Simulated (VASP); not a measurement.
## Al: single point with PBE

Crystal: Al.

```
Al
1.0
     0.00000    1.97905    1.97905
     1.97905    0.00000    1.97905
     1.97905    1.97905    0.00000
Al
1
Direct
  0.00000 0.00000 0.00000
```

The cell isn't the ideal one: a relaxed cell with its volume scaled by 0.94.

```yaml
Program: VASP 6.6.1
Task: single point
Functional: PBE
Potentials_or_basis: VASP PAW PBE potentials, release 64 (Al)
Cutoff: 520 eV
k_mesh: 18 × 18 × 18
Occupations: gaussian, width 0.3 eV
Spin: no spin polarisation
```

```yaml
Pressure: 5.5 GPa
Band_gap_on_the_k_mesh: none (metal or under the smearing width)
```

Levels at points of the mesh, in eV from the Fermi level:
```tsv
k point	band 1	band 2	band 3	band 4
(0.00, 0.00, 0.00)	-11.56	12.98	12.98	12.98
(0.50, 0.00, 0.00)	-4.84	-4.46	11.76	11.76
(0.50, 0.50, 0.00)	-3.07	-1.61	5.28	5.90
```

It took 4.2 s on 1 thread of Intel(R) Xeon(R) 6975P-C (Granite Rapids), on a shared host, peak memory 0.14 GiB.
